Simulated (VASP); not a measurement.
# CoSi (Pm-3m) in VASP: equation of state

How stiff is CoSi in PBE, and what volume does it want? The cell is scaled to several volumes.

Everything below comes from runs of VASP 6.6.1. Logs are shortened: lines on timing, memory, paths and dates and some standing lists are left out, and cuts for length are marked.

### 1 The crystal as given

Symmetry: Pm-3m, No. 221, cubic system. Conventional cell: a = 2.781 Å, b = 2.781 Å, c = 2.781 Å, α = 90.00°, β = 90.00°, γ = 90.00°. Co (site symmetry m-3m) is surrounded by 8 Si at 2.41 Å. Si (site symmetry m-3m) has 8 Co at 2.41 Å as nearest neighbours.

Measurements of this composition are mostly on another form, of space group No. 198.

### 2 Equation of state, PBE, collinear spin, ferromagnetic start, 10.11 Å³/atom (volume scaled by 0.94)

INCAR

```
ALGO     = Normal         # electronic algorithm
EDIFF    = 1E-7           # SCF threshold, eV
ENCUT    = 520            # plane-wave cutoff, eV
GGA      = PE             # functional
ISIF     = 2              # what is computed and relaxed
ISMEAR   = -1             # smearing method
ISPIN    = 2              # spin polarisation
LASPH    = True           # aspherical terms in the spheres
LCHARG   = False          # write CHGCAR
LMAXMIX  = 4              # l up to which the mixer works
LORBIT   = 11             # projections on sites
LREAL    = False          # projectors in reciprocal space
LWAVE    = False          # write WAVECAR
MAGMOM   = 2 0            # initial moments
NBANDS   = 18             # bands
NELM     = 150            # most SCF steps
PREC     = Accurate       # precision mode
SIGMA    = 0.05           # smearing width, eV
```

KPOINTS

```
k-points
0
Gamma
  10 10 10
```

POSCAR

```
CoSi
1.0
    2.7245561501      0.0000000000      0.0000000000
    0.0000000000      2.7245561501      0.0000000000
    0.0000000000      0.0000000000      2.7245561501
Co Si
1 1
Direct
    0.0000000000      0.0000000000      0.0000000000
    0.5000000000      0.5000000000      0.5000000000
```

Potentials or basis: VASP PAW PBE potentials, release 64 (Co, Si).

The run is started by

```console
cat potpaw_PBE.64/Co/POTCAR potpaw_PBE.64/Si/POTCAR > POTCAR
mpirun -np 1 vasp_std > vasp.out
```

OUTCAR:

```text
EDIFF = 1E-7
   ENCUT = 520
   GGA = PE
   ISIF = 2
   ISMEAR = -1
   ISPIN = 2
   LASPH = True
   LORBIT = 11
   LREAL = False
   NELM = 150
   PREC = Accurate

 Found     56 irreducible k-points:

 Following reciprocal coordinates:
            Coordinates               Weight
  0.000000  0.000000  0.000000      1.000000
  0.100000  0.000000  0.000000      6.000000
  0.200000  0.000000  0.000000      6.000000
  0.300000  0.000000  0.000000      6.000000
  0.400000  0.000000  0.000000      6.000000
  0.500000  0.000000  0.000000      3.000000
   k-points           NKPTS =     56   k-points in BZ     NKDIM =     56   number of bands    NBANDS=     18
   number of dos      NEDOS =    301   number of ions     NIONS =      2
   total plane-waves  NPLWV =   8000
   dimension x,y,z NGX =    20 NGY =   20 NGZ =   20
   dimension x,y,z NGXF=    40 NGYF=   40 NGZF=   40
   ions per type =               1   1
   NGX,Y,Z   is equivalent  to a cutoff of  12.20, 12.20, 12.20 a.u.
   NGXF,Y,Z  is equivalent  to a cutoff of  24.41, 24.41, 24.41 a.u.
 SYSTEM =  unknown system
   PREC   = accura    normal or accurate (medium, high low for compatibility)
   ISTART =      0    job   : 0-new  1-cont  2-samecut
   ICHARG =      2    charge: 1-file 2-atom 10-const
   ISPIN  =      2    spin polarized calculation?
   LNONCOLLINEAR =      F non collinear calculations
   LSORBIT =      F    spin-orbit coupling
   LASPH  =      T    aspherical Exc in radial PAW
   ENCUT  =  520.0 eV  38.22 Ry    6.18 a.u.   5.07  5.07  5.07*2*pi/ulx,y,z
   NELM   =    150;   NELMIN=  2; NELMDL= -5     # of ELM steps
   EDIFF  = 0.1E-06   stopping-criterion for ELM
   LREAL  =      F    real-space projection
   EDIFFG = 0.1E-05   stopping-criterion for IOM
   NSW    =      0    number of steps for IOM
   IBRION =     -1    ionic relax: 0-MD 1-quasi-New 2-CG
   NFREE  =      0    steps in history (QN), initial steepest desc. (CG)
   ISIF   =      2    stress and relaxation
   ISYM   =      2    0-nonsym 1-usesym 2-fastsym
   POTIM  = 0.5000    time-step for ionic-motion
   TEBEG  =    0.0;   TEEND  =   0.0 temperature during run
   PSTRESS=    0.0 pullay stress
   NELECT =      13.0000    total number of electrons
   NUPDOWN=      -1.0000    fix difference up-down
   EMIN   =  10.00;   EMAX   =-10.00  energy-range for DOS
   EFERMI =   0.00;   METHOD = LEGACY
   ISMEAR =    -1;   SIGMA  =   0.05  broadening in eV -4-tet -1-fermi 0-gaus
   EFERMI_NEDOS =   21; number of points for ismear=-14 and -15
   IALGO  =     38    algorithm
   IMIX   =      4    mixing-type and parameters
     AMIX     =   0.40;   BMIX     =  1.00
     AMIX_MAG =   1.60;   BMIX_MAG =  1.00
  volume/ion in A,a.u.               =      10.11        68.24
  Fermi-wavevector in a.u.,A,eV,Ry     =   1.412842  2.669884 27.158886  1.996122
  Thomas-Fermi vector in A             =   2.534549
   LORBIT       =     11    0 simple, 1 ext, 2 COOP (PROOUT), +10 PAW based schemes
   GGA     = PE    functional components
   LHFCALC =     F    Hartree Fock is set to
   AEXX    =    0.0000 exact exchange contribution
   IVDW    =     0    specifies the selected vdW correction
   LEPSILON=     F    determine dielectric tensor
   LRPA    =     F    only Hartree local field effects (RPA)
 spin polarized calculation
  energy-cutoff  :      520.00
  volume of cell :       20.22
 maximum number of plane-waves:       554
   NGX = 11   NGY = 11   NGZ = 11

 number of electron      13.0000007 magnetization       0.5002108

 Free energy of the ion-electron system (eV)
  ---------------------------------------------------
  ext. energy  EPLUGINS =         0.00000000
  ---------------------------------------------------
  free energy    TOTEN  =       -13.22993067 eV

  energy without entropy =      -13.21492640  energy(sigma->0) =      -13.22242853

 E-fermi :  13.9003     XC(G=0): -13.2590

 val. band max:       13.9002325145   @ k =   0.4000   0.0000   0.0000
 cond. band min:      13.9121851720   @ k =   0.5000   0.2000   0.1000
 fundamental gap:      0.0119526575
 Fermi energy:        13.9003326633

 spin component 1

 k-point     1 :       0.0000    0.0000    0.0000
  band No.  band energies     occupation
      1      -0.9656      1.00000
      2       9.4078      1.00000
      3       9.4078      1.00000
      4      12.2296      1.00000
      5      12.2296      1.00000
      6      12.2296      1.00000
[... 10 lines left out ...]
     17      37.8369      0.00000
     18      37.8369      0.00000

 k-point     2 :       0.1000    0.0000    0.0000
  band No.  band energies     occupation
      1      -0.7640      1.00000
      2       9.3056      1.00000
      3       9.4780      1.00000
      4      12.0517      1.00000
      5      12.0517      1.00000
      6      12.2453      1.00000
[... 10 lines left out ...]
     17      37.5931      0.00000
     18      38.6186      0.00000

 k-point     3 :       0.2000    0.0000    0.0000
  band No.  band energies     occupation
      1      -0.1665      1.00000
      2       8.7928      1.00000
      3       9.6691      1.00000
      4      11.6548      1.00000
      5      11.6548      1.00000
      6      12.2866      1.00000
[... 10 lines left out ...]
     17      35.1539      0.00000
     18      39.5200      0.00000

 k-point     4 :       0.3000    0.0000    0.0000
  band No.  band energies     occupation
      1       0.8017      1.00000
      2       7.5361      1.00000
      3       9.9212      1.00000
      4      11.2519      1.00000
      5      11.2519      1.00000
      6      12.3381      1.00000
[... 10 lines left out ...]
     17      33.9435      0.00000
     18      40.7315      0.00000

 k-point     5 :       0.4000    0.0000    0.0000
  band No.  band energies     occupation
      1       2.0759      1.00000
      2       5.8170      1.00000
      3      10.1405      1.00000
      4      10.9713      1.00000
      5      10.9713      1.00000
      6      12.3803      1.00000
[... 10 lines left out ...]
     17      37.0386      0.00000
     18      42.2244      0.00000

 k-point     6 :       0.5000    0.0000    0.0000
  band No.  band energies     occupation
      1       3.1407      1.00000
      2       4.5602      1.00000
      3      10.2284      1.00000
      4      10.8720      1.00000
      5      10.8720      1.00000
      6      12.3965      1.00000
[... 10 lines left out ...]
     17      39.1280      0.00000
     18      43.2827      0.00000

 [... further k-points ...]

 spin component 2

 k-point     1 :       0.0000    0.0000    0.0000
  band No.  band energies     occupation
      1      -0.9461      1.00000
      2       9.9358      1.00000
      3       9.9358      1.00000
      4      12.5515      1.00000
      5      12.5515      1.00000
      6      12.5515      1.00000
[... 10 lines left out ...]
     17      37.8221      0.00000
     18      37.8221      0.00000

 k-point     2 :       0.1000    0.0000    0.0000
  band No.  band energies     occupation
      1      -0.7445      1.00000
      2       9.7883      1.00000
      3      10.0137      1.00000
      4      12.3608      1.00000
      5      12.3608      1.00000
      6      12.5678      1.00000
[... 10 lines left out ...]
     17      37.6928      0.00000
     18      38.6280      0.00000

 k-point     3 :       0.2000    0.0000    0.0000
  band No.  band energies     occupation
      1      -0.1469      1.00000
      2       9.1220      1.00000
      3      10.2269      1.00000
      4      11.9425      1.00000
      5      11.9425      1.00000
      6      12.6108      1.00000
[... 10 lines left out ...]
     17      35.2428      0.00000
     18      39.5517      0.00000

 k-point     4 :       0.3000    0.0000    0.0000
  band No.  band energies     occupation
      1       0.8218      1.00000
      2       7.6926      1.00000
      3      10.5112      1.00000
      4      11.5240      1.00000
      5      11.5240      1.00000
      6      12.6645      1.00000
[... 10 lines left out ...]
     17      34.0143      0.00000
     18      40.7713      0.00000

 k-point     5 :       0.4000    0.0000    0.0000
  band No.  band energies     occupation
      1       2.0966      1.00000
      2       5.8948      1.00000
      3      10.7618      1.00000
      4      11.2348      1.00000
      5      11.2348      1.00000
      6      12.7085      1.00000
[... 10 lines left out ...]
     17      37.1085      0.00000
     18      42.2618      0.00000

 k-point     6 :       0.5000    0.0000    0.0000
  band No.  band energies     occupation
      1       3.1556      1.00000
      2       4.6252      1.00000
      3      10.8633      1.00000
      4      11.1329      1.00000
      5      11.1329      1.00000
      6      12.7254      1.00000
[... 10 lines left out ...]
     17      39.1952      0.00000
     18      43.2981      0.00000

 [... further k-points ...]

------------------------ aborting loop because EDIFF is reached ----------------------------------------

  FORCE on cell =-STRESS in cart. coord.  units (eV):
  Direction    XX          YY          ZZ          XY          YZ          ZX
  --------------------------------------------------------------------------------------
  -------------------------------------------------------------------------------------
  Total        1.9596786      1.9596786      1.9596786      0.0000000     -0.0000000      0.0000000
  in kB      155.2416139    155.2416139    155.2416139      0.0000000     -0.0000000      0.0000000
  external PRESSURE =     155.2416139 kB  Pullay stress =       0.0000000 kB

 VOLUME and BASIS-vectors are now :
 -----------------------------------------------------------------------------
  energy-cutoff  :      520.00
  volume of cell :       20.22
      direct lattice vectors                 reciprocal lattice vectors
     2.724556150  0.000000000  0.000000000     0.367032260  0.000000000  0.000000000
     0.000000000  2.724556150  0.000000000     0.000000000  0.367032260  0.000000000
     0.000000000  0.000000000  2.724556150     0.000000000  0.000000000  0.367032260

 POSITION                                       TOTAL-FORCE (eV/Angst)
 -----------------------------------------------------------------------------------
      0.00000      0.00000      0.00000         0.000000      0.000000      0.000000
      1.36228      1.36228      1.36228         0.000000      0.000000      0.000000
 -----------------------------------------------------------------------------------
    total drift:                                0.000000      0.000000      0.000000

  FREE ENERGIE OF THE ION-ELECTRON SYSTEM (eV)
  ---------------------------------------------------
  free  energy   TOTEN  =       -13.2299306694 eV

  energy  without entropy=      -13.2149263980  energy(sigma->0) =      -13.22242853

 total charge

# of ion       s       p       d       tot
------------------------------------------
    1        0.467   0.657   7.648   8.772
    2        0.703   0.909   0.000   1.612
--------------------------------------------------
tot          1.170   1.565   7.648  10.384

 magnetization (x)

# of ion       s       p       d       tot
------------------------------------------
    1        0.008   0.003   0.483   0.493
    2        0.001   0.013   0.000   0.015
--------------------------------------------------
tot          0.009   0.016   0.483   0.508
```

Wall time 24 s (1 thread of Intel Xeon Platinum 8488C (Sapphire Rapids), shared host); peak memory 0.15 GiB.

What came out:

| Property | Result |
| --- | --- |
| Free energy | -13.2299 eV |
| Pressure | 15.5 GPa |
| Band gap on the k mesh | none (metal or under the smearing width) |
| Net moment | 0.50 μB per cell |
| Site moments | Co +0.49; Si +0.01 μB |
| Valence electrons inside the program's atomic spheres | Co 8.77; Si 1.61 |

### 3 Equation of state, PBE, collinear spin, ferromagnetic start, 10.33 Å³/atom (volume scaled by 0.96)

INCAR

```
ALGO = Normal
EDIFF = 1E-7
ENCUT = 520
GGA = PE
ISIF = 2
ISMEAR = -1
ISPIN = 2
LASPH = T
LCHARG = F
LMAXMIX = 4
LORBIT = 11
LREAL = F
LWAVE = F
MAGMOM = 2 0
NBANDS = 18
NELM = 120
PREC = Accurate
SIGMA = 0.05
```

KPOINTS is that of step 2.

POSCAR

```
CoSi
1.0
    2.7437437974      0.0000000000      0.0000000000
    0.0000000000      2.7437437974      0.0000000000
    0.0000000000      0.0000000000      2.7437437974
Co Si
1 1
Direct
    0.0000000000      0.0000000000      0.0000000000
    0.5000000000      0.5000000000      0.5000000000
```

Potentials or basis: VASP PAW PBE potentials, release 64 (Co, Si).

The run is started by

```console
cat potpaw_PBE.64/Co/POTCAR potpaw_PBE.64/Si/POTCAR > POTCAR
mpirun -np 1 vasp_std > vasp.out
```

Run time: 22 s. Hardware: 1 thread of Intel Xeon Platinum 8488C (Sapphire Rapids), shared host; peak memory 0.15 GiB.

Results (log left out):

* Free energy: -13.2642 eV
* Pressure: 10.1 GPa
* Band gap on the k mesh: none (metal or under the smearing width)
* Net moment: 0.52 μB per cell
* Site moments: Co +0.51; Si +0.01 μB
* Valence electrons inside the program's atomic spheres: Co 8.71; Si 1.60

### 4 Equation of state, PBE, collinear spin, ferromagnetic start, 10.54 Å³/atom (volume scaled by 0.98)

INCAR

```
SYSTEM = CoSi
PREC = Accurate ; ENCUT = 520
EDIFF = 1E-7 ; ISMEAR = -1
SIGMA = 0.05 ; LREAL = .FALSE.
LASPH = .TRUE. ; NELM = 150
ALGO = Normal ; ISIF = 2
LWAVE = .FALSE. ; LCHARG = .FALSE.
ISPIN = 2 ; MAGMOM = 2 0
LORBIT = 11 ; LMAXMIX = 4
GGA = PE ; NBANDS = 18
```

KPOINTS

```
regular mesh
0
G
  10 10 10
  0 0 0
```

POSCAR

```
CoSi
1.0
    2.7626667664      0.0000000000      0.0000000000
    0.0000000000      2.7626667664      0.0000000000
    0.0000000000      0.0000000000      2.7626667664
Co Si
1 1
Direct
    0.0000000000      0.0000000000      0.0000000000
    0.5000000000      0.5000000000      0.5000000000
```

The run is started by

```console
cat potpaw_PBE.64/Co/POTCAR potpaw_PBE.64/Si/POTCAR > POTCAR
mpirun -np 1 vasp_std > vasp.out
```

Run time: 32 s. Hardware: 1 thread of Intel Xeon Platinum 8488C (Sapphire Rapids), shared host; peak memory 0.16 GiB.

It converged, with:

```yaml
Free_energy: -13.2845 eV
Pressure: 5.1 GPa
Band_gap_on_the_k_mesh: none (metal or under the smearing width)
Net_moment: 0.53 μB per cell
Site_moments: Co +0.53; Si +0.01 μB
Valence_electrons_inside_the_program's_atomic_spheres: Co 8.66; Si 1.59
```

### 5 Equation of state, PBE, collinear spin, ferromagnetic start, 10.97 Å³/atom (volume scaled by 1.02)

INCAR

```
PREC = Accurate
ENCUT = 520
EDIFF = 1E-7
ISMEAR = -1
SIGMA = 0.05
LREAL = False
LASPH = True
NELM = 120
ALGO = Normal
ISIF = 2
LWAVE = False
LCHARG = False
ISPIN = 2
MAGMOM = 2 0
LORBIT = 11
LMAXMIX = 4
GGA = PE
NBANDS = 18
```

KPOINTS

```
regular mesh
0
Gamma
  10 10 10
```

POSCAR

```
CoSi
1.0
    2.7997539673      0.0000000000      0.0000000000
    0.0000000000      2.7997539673      0.0000000000
    0.0000000000      0.0000000000      2.7997539673
Co Si
1 1
Direct
    0.0000000000      0.0000000000      0.0000000000
    0.5000000000      0.5000000000      0.5000000000
```

The run is started by

```console
cat potpaw_PBE.64/Co/POTCAR potpaw_PBE.64/Si/POTCAR > POTCAR
mpirun -np 1 vasp_std > vasp.out
```

Wall time 23 s (1 thread of Intel Xeon Platinum 8488C (Sapphire Rapids), shared host); peak memory 0.17 GiB.

Results (log left out):

```yaml
Free_energy: -13.2880 eV
Pressure: -3.5 GPa
Band_gap_on_the_k_mesh: none (metal or under the smearing width)
Net_moment: 0.55 μB per cell
Site_moments: Co +0.56; Si +0.01 μB
Valence_electrons_inside_the_program's_atomic_spheres: Co 8.56; Si 1.56
```

### 6 Equation of state, PBE, collinear spin, ferromagnetic start, 11.19 Å³/atom (volume scaled by 1.04)

INCAR

```
  PREC = Accurate
  ENCUT = 520
  EDIFF = 1E-7
  ISMEAR = -1
  SIGMA = 0.05
  LREAL = False
  LASPH = True
  NELM = 150
  ALGO = Normal
  ISIF = 2
  LWAVE = False
  LCHARG = False
  ISPIN = 2
  MAGMOM = 2 0
  LORBIT = 11
  LMAXMIX = 4
  GGA = PE
  NBANDS = 18
```

KPOINTS

```
Automatic mesh
0
Gamma
  10 10 10
```

POSCAR

```
CoSi
1.0
    2.8179346973      0.0000000000      0.0000000000
    0.0000000000      2.8179346973      0.0000000000
    0.0000000000      0.0000000000      2.8179346973
Co Si
1 1
Direct
    0.0000000000      0.0000000000      0.0000000000
    0.5000000000      0.5000000000      0.5000000000
```

Potentials or basis: VASP PAW PBE potentials, release 64 (Co, Si).

The run is started by

```console
cat potpaw_PBE.64/Co/POTCAR potpaw_PBE.64/Si/POTCAR > POTCAR
mpirun -np 1 vasp_std > vasp.out
```

Wall time 30 s (1 thread of Intel Xeon Platinum 8488C (Sapphire Rapids), shared host); peak memory 0.17 GiB.

The run converged. Its results:

* Free energy: -13.2734 eV
* Pressure: -7.2 GPa
* Band gap on the k mesh: none (metal or under the smearing width)
* Net moment: 0.56 μB per cell
* Site moments: Co +0.57; Si +0.01 μB
* Valence electrons inside the program's atomic spheres: Co 8.51; Si 1.55

### 7 Equation of state, PBE, collinear spin, ferromagnetic start, 11.40 Å³/atom (volume scaled by 1.06)

INCAR

```
ALGO = Normal
EDIFF = 1E-7
ENCUT = 520
GGA = PE
ISIF = 2
ISMEAR = -1
ISPIN = 2
LASPH = T
LCHARG = F
LMAXMIX = 4
LORBIT = 11
LREAL = F
LWAVE = F
MAGMOM = 2 0
NBANDS = 18
NELM = 150
PREC = Accurate
SIGMA = 0.05
```

KPOINTS

```
k-points
0
Gamma
  10 10 10
```

POSCAR

```
CoSi
1.0
    2.8358838098      0.0000000000      0.0000000000
    0.0000000000      2.8358838098      0.0000000000
    0.0000000000      0.0000000000      2.8358838098
Co Si
1 1
Direct
    0.0000000000      0.0000000000      0.0000000000
    0.5000000000      0.5000000000      0.5000000000
```

The run is started by

```console
cat potpaw_PBE.64/Co/POTCAR potpaw_PBE.64/Si/POTCAR > POTCAR
mpirun -np 1 vasp_std > vasp.out
```

Run time: 44 s. Hardware: 1 thread of Intel Xeon Platinum 8488C (Sapphire Rapids), shared host; peak memory 0.17 GiB.

It converged, with:

- Free energy: -13.2494 eV
- Pressure: -10.5 GPa
- Band gap on the k mesh: none (metal or under the smearing width)
- Net moment: 0.58 μB per cell
- Site moments: Co +0.59; Si +0.01 μB
- Valence electrons inside the program's atomic spheres: Co 8.47; Si 1.54

### 8 Equation of state, PBE, collinear spin, ferromagnetic start

Potentials or basis: VASP PAW PBE potentials, release 64 (Co, Si).

This step only gathers the single runs of the series.

Results:

```
Equilibrium volume                      : 10.79 Å³/atom
Bulk modulus                            : 213 GPa
Pressure derivative of the bulk modulus : 3.9
```

Energy against volume, from the lowest point:
```tsv
volume (Å³/atom)	energy (meV/atom)
10.112	31.04
10.328	13.92
10.543	3.77
10.758	0.00
10.973	2.02
11.188	9.31
11.403	21.29
```
